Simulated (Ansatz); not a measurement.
# C: equation of state with revPBE-LDA

**Measured values to compare with.**

“Equation of state of cubic boron nitride at high pressures and temperatures”, 2007, arxiv:cond-mat/0702656 quotes, for a bulk crystal of C: bulk modulus 442 ± 5 GPa.

C:

```
CELL_PARAMETERS angstrom
0.00000 1.78337 1.78337
1.78337 0.00000 1.78337
1.78337 1.78337 0.00000
ATOMIC_POSITIONS crystal
C 0.75000 0.75000 0.75000
C 0.50000 0.50000 0.50000
```

This isn't the form of C at room conditions, which is graphite.

```yaml
Program: Ansatz 0.2.0
Task: equation of state
Functional: revPBE-LDA
Potentials_or_basis: all-electron LAPW, scalar-relativistic
Basis_error_allowed: 0.0005 eV/atom
k_mesh: 13 × 13 × 13
Occupations: gaussian, width 0.1 eV
Spin: no spin polarisation
```

```yaml
Equilibrium_volume: 5.92 Å³/atom
Bulk_modulus: 388 GPa
Pressure_derivative_of_the_bulk_modulus: 3.8
```

Energy against volume, from the lowest point:
```
volume (Å³/atom)  energy (meV/atom)
           5.332              83.23
           5.445              52.41
           5.558              29.34
           5.672              13.32
           5.785               3.73
           5.899               0.00
           6.012               1.62
```

All runs of the series together: 24 s on 1 thread of Intel(R) Xeon(R) Platinum 8488C (Sapphire Rapids), with other jobs on the host.

A measured bulk modulus of C is 442 GPa (quoted in “Equation of state of cubic boron nitride at high pressures and temperatures”, 2007, arxiv:cond-mat/0702656); the calculated 388 GPa misses it by -12.3 %. 3 values of this kind are on record (442 to 444.8 GPa); this one was drawn at random among those near their median, those with a stated uncertainty first. The fit is for a static lattice scaled at fixed shape and fixed fractional positions. The cell as given is a measured one (5.67 Å³/atom); revPBE-LDA puts the equilibrium volume +4.4 % from it, thermal expansion not counted.
